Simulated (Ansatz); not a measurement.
A run of Ansatz 0.2.0:

Contents of input.yaml:

```yaml
crystal:
  lattice:
    - [2.4341575853, 0.0, 0.0]
    - [-1.2170787927, 2.1080423057, 0.0]
    - [0.0, 0.0, 3.84193447]
  atoms:
    - { symbol: Fe, position: [0.6666666667, 0.3333333333, 0.75], spin: 3.0 }
    - { symbol: Fe, position: [0.3333333333, 0.6666666667, 0.25], spin: 3.0 }
kpoints:
  mp_grid: { grid: [12, 12, 7] }
scf:
  occupations: { method: gaussian, width: 0.024 }
hamiltonian:
  xc: pbe
  pseudopotentials: { kind: all_electron, lapw: { basis_error: 0.001 } }
magnetization:
  spin_polarized: true
output:
  forces: true
  stress: true
  eigenvalues: true
```

Potentials or basis: all-electron LAPW, scalar-relativistic.

Run with:

```bash
$ ansatz run input.yaml --threads 2 --pin off --max-ram 6144MiB --backend cpu --events-out ev --progress --plain --runs-dir out
```

Hardware: 2 threads of Intel(R) Xeon(R) Platinum 8259CL CPU @ 2.50GHz (Skylake/Cascade Lake), on a shared host.

Question: Estimate the wall time of this run.

Answer: Wall time 27 s on 2 threads of Intel(R) Xeon(R) Platinum 8259CL CPU @ 2.50GHz (Skylake/Cascade Lake) (shared host), peak memory 0.56 GiB. Counts: scf iterations 14, plane waves 287, k points 76, bands 23.
